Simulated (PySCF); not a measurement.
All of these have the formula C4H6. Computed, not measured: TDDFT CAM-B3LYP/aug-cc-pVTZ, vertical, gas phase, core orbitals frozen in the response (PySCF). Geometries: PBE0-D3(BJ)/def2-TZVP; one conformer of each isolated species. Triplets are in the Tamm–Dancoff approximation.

A. `C1=CCC1`
B. `C=CC=C`
C. `C#CCC`
D. `CC1=CC1`

Lowest singlet levels (six at most, fewer where fewer were computed) with oscillator strengths:

1. 213 nm (f 0.672); 204 nm (f 0.000); 196 nm (f 0.001); 191 nm (f 0.045); 178 nm (f 0.000); 172 nm (f 0.000); T1 3.24 eV
2. 195 nm (f 0.007); 181 nm (f 0.024); 180 nm (f 0.000); 177 nm (f 0.047); 177 nm (f 0.199); 163 nm (f 0.000); T1 4.31 eV
3. 191 nm (f 0.000); 185 nm (f 0.011); 184 nm (f 0.000); 179 nm (f 0.029); 178 nm (f 0.035); 165 nm (f 0.008); T1 5.46 eV
4. 206 nm (f 0.000); 197 nm (f 0.109); 189 nm (f 0.022); 187 nm (f 0.003); 185 nm (f 0.000); 179 nm (f 0.031); T1 4.25 eV

Question: Match each spectrum to its molecule.

Answer: 1 = B, 2 = A, 3 = C, 4 = D.
- A: S1 at 6.37 eV, HOMO→LUMO (88%); Löwdin shares by element: HOMO carbon 84% (atoms not listed hold the other 16%); LUMO hydrogen 63% or more (atoms not listed hold the other 37%); HOMO -8.49 and LUMO 0.35 eV; point group C2v, 2 of its 6 listed states under f = 0.0005.
- B: S1 at 5.81 eV, HOMO→LUMO (97%); Löwdin shares by element: HOMO carbon 82% (atoms not listed hold the other 18%); LUMO carbon 79% (atoms not listed hold the other 21%); HOMO -8.07 and LUMO 0.14 eV; point group C2h, 3 of its 6 listed states under f = 0.0005.
- C: S1 at 6.50 eV, HOMO→LUMO+6 (25%), HOMO→LUMO (18%), HOMO→LUMO+8 (10%); Löwdin shares by element: HOMO carbon 88% or more, hydrogen 5% or more; LUMO hydrogen 72% or more (atoms not listed hold the other 28%); HOMO -9.06 and LUMO 0.25 eV; point group Cs, 2 of its 6 listed states under f = 0.0005.
- D: S1 at 6.01 eV, HOMO→LUMO (82%); Löwdin shares by element: HOMO carbon 82% (atoms not listed hold the other 18%); LUMO hydrogen 78% or more (atoms not listed hold the other 22%); HOMO -8.16 and LUMO 0.29 eV; point group Cs, 2 of its 6 listed states under f = 0.0005.
A and C have S1 within 0.14 eV of each other; their strongest listed levels stand at 7.02 eV (f 0.199) and 6.96 eV (f 0.035).
